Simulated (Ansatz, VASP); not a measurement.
## One calculation of SiNi3, two programs

```
Si Ni
1.0
     3.46125    0.00000    0.00000
     0.00000    3.46125    0.00000
     0.00000    0.00000    3.46125
Si Ni
1 3
Direct
  0.00000 0.00000 0.00000
  0.00000 0.50000 0.50000
  0.50000 0.00000 0.50000
  0.50000 0.50000 0.00000
```

Alike in both runs: functional PBEsol; k mesh 12 × 12 × 12; occupations gaussian, width 0.1 eV; no spin polarisation.

Ansatz relaxed the structure, and its values are those at the end. VASP's run is a single point on that final structure, the one shown.

```csv
,VASP,Ansatz
version,VASP 6.6.1,Ansatz 0.2.0
potentials or method,"VASP PAW PBE potentials, release 64 (Si, Ni)","scalar-relativistic, plane waves, PAW"
plane-wave cutoff (eV),520,420
valence electrons in the cell,34,58
```

```tsv
	VASP	Ansatz	Ansatz less VASP
gap on the k mesh at the Fermi level (eV)	none	none	-
pressure (GPa)	0.1	0.0	-0.11
```

A gap of «none» marks a metal or a gap that the smearing closes. The two sets of potentials don't hold the same shells in valence.

Caveats: the PAW data sets were made with another functional, which shifts forces and pressure a little (VASP). Spin polarisation is off, so any magnetic state and its effect on volume and gap are missing.
